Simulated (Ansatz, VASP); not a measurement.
# Mo: VASP beside Ansatz

```
Mo
1.0
    -1.56466    1.56466    1.56466
     1.56466   -1.56466    1.56466
     1.56466    1.56466   -1.56466
Mo
1
Direct
  0.00000 0.00000 0.00000
```

Alike in both runs: functional PBEsol; k mesh 18 × 18 × 18; occupations gaussian, width 0.1 eV; no spin polarisation.

Ansatz relaxed the structure, and its values are those at the end. VASP's run is a single point on that final structure, the one shown.

```csv
,VASP,Ansatz
version,VASP 6.6.1,Ansatz 0.2.0
potentials or method,"VASP PAW PBE potentials, release 64 (Mo_sv)","scalar-relativistic, plane waves, PAW"
plane-wave cutoff (eV),520,420
valence electrons in the cell,14,14
```

|  | VASP | Ansatz | Ansatz less VASP |
| --- | --- | --- | --- |
| gap on the k mesh at the Fermi level (eV) | none | none | - |
| pressure (GPa) | 0.5 | 0.0 | -0.55 |

A gap of «none» marks a metal or a gap that the smearing closes.

Caveats: the PAW data sets were made with another functional, which shifts forces and pressure a little (VASP).
